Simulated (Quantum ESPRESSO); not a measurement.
Here is a Quantum ESPRESSO 7.5 calculation.

Contents of pw.in:

```
&CONTROL
  calculation = 'scf'
  prefix = 'pwscf'
  outdir = './tmp'
  pseudo_dir = './pseudo'
  tprnfor = .true.
  tstress = .true.
  disk_io = 'low'
/
&SYSTEM
  ibrav = 0
  nat = 2
  ntyp = 1
  ecutwfc = 45
  ecutrho = 360
  nbnd = 21
  occupations = 'smearing'
  smearing = 'fd'
  degauss = 0.00367493
/
&ELECTRONS
  conv_thr = 4d-10
  electron_maxstep = 120
  mixing_beta = 0.5
/
ATOMIC_SPECIES
Ge    72.6300 ge_pbesol_v1.4.uspp.F.UPF
CELL_PARAMETERS angstrom
   0.0000000000    2.8289100000    2.8289100000
   2.8289100000    0.0000000000    2.8289100000
   2.8289100000    2.8289100000    0.0000000000
ATOMIC_POSITIONS crystal
Ge     0.7500000000    0.7500000000    0.7500000000
Ge     0.5000000000    0.5000000000    0.5000000000
K_POINTS automatic
8 8 8 0 0 0
```

pp_density.in

```
&INPUTPP
  prefix = 'pwscf'
  outdir = './tmp'
  filplot = 'density.dat'
  plot_num = 0
/
&PLOT
  nfile = 1
  filepp(1) = 'density.dat'
  iflag = 3
  output_format = 6
  fileout = 'density.cube'
/
```

pp_potential.in

```
&INPUTPP
  prefix = 'pwscf'
  outdir = './tmp'
  filplot = 'potential.dat'
  plot_num = 11
/
&PLOT
  nfile = 1
  filepp(1) = 'potential.dat'
  iflag = 3
  output_format = 6
  fileout = 'potential.cube'
/
```

Potentials or basis: GBRV 1.5 PBEsol.

The run is started by

```bash
$ OMP_NUM_THREADS=1 mpirun -n 2 pw.x -nk 2 -in pw.in > pw.out
$ OMP_NUM_THREADS=1 mpirun -n 1 pp.x -in pp_density.in > pp_density.out
$ OMP_NUM_THREADS=1 mpirun -n 1 pp.x -in pp_potential.in > pp_potential.out
```

(1) What does it give for the pressure?

(2) What does it give for the band gap on the k mesh?

## Answers

(1) 0.4 GPa.

(2) none (metal or under the smearing width).

Caveat: this crystal is a semiconductor, whose small gap the functional closes, so the metal is an error of the method.

**The experiment to reproduce.**

From “Electronic and optical properties of SixGe1-x-ySny alloys lattice-matched to Ge”, 2021, arxiv:2109.02782, for a bulk crystal of Ge at 300 K: band gap 0.807 eV (direct).

Against the measured gap of Ge, 0.807 eV (direct; 300 K; “Electronic and optical properties of SixGe1-x-ySny alloys lattice-matched to Ge”, 2021, arxiv:2109.02782), the calculated 0.00 eV is off by -0.81 eV. 3 values of this kind are on record (0.666 to 0.807 eV); this one was drawn at random among those near their median. Spin-orbit coupling on Ge is left out. The value is that of PBEsol on a finite k mesh, which can miss the band edges, without temperature or zero-point motion. Semilocal functionals fall short of measured gaps as a rule.
